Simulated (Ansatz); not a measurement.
Bi under compression and expansion

```
Bi
1.0
     3.33628   -3.05540    0.00000
     3.33628    3.05540    0.00000
    -1.15098    0.00000    3.09291
Bi
2
Cartesian
  1.5087 0.0000 0.4608
  4.0129 0.0000 2.6321
```

The cell is a measured one (Crystallography Open Database entry 8100521); the temperature and pressure of the measurement aren't taken into account, and nothing was relaxed.

No spin–orbit coupling, which matters for the heavy atoms here.

Levels of theory: DFT, PBE, all-electron LAPW, scalar-relativistic (Ansatz 0.2.0); DFT, PBE, PAW with Ansatz's default frozen-core files, scalar-relativistic (Ansatz 0.2.0).

For LAPW: a Γ-centred 8×8×11 k mesh, Fermi–Dirac smearing of 0.05 eV, basis error target 0.25 meV/atom, no spin polarisation. PAW takes a cutoff of 420 eV at this cell. The Ansatz runs share mesh, smearing and spin set-up. Plane-wave (PAW) pressures include the program's estimate of the Pulay term.

The cell above is scaled evenly, with fractional coordinates and shape held.

| V/V(cell) | V (Å³/atom) | P, LAPW (GPa) | P, PAW (GPa) | free energy over the lowest listed, PAW (meV/atom) |
| --- | --- | --- | --- | --- |
| 0.9400 | 29.636 | 8.83 | 8.81 | 101.3 |
| 0.9405 | 29.652 | 8.79 | 8.76 | 100.4 |
| 0.9600 | 30.267 | 7.08 | 7.06 | 70.2 |
| 0.9700 | 30.582 | 6.27 | 6.25 | 57.1 |
| 0.9800 | 30.898 | 5.51 | 5.49 | 45.5 |
| 0.9900 | 31.213 | 4.78 | 4.76 | 35.5 |
| 1.0000 | 31.528 | 4.09 | 4.07 | 26.8 |
| 1.0100 | 31.843 | 3.44 | 3.42 | 19.4 |
| 1.0200 | 32.159 | 2.82 | 2.81 | 13.3 |
| 1.0300 | 32.474 | 2.24 | 2.22 | 8.3 |
| 1.0400 | 32.789 | 1.68 | 1.67 | 4.5 |
| 1.0600 | 33.420 | 0.66 | 0.64 | 0.0 |
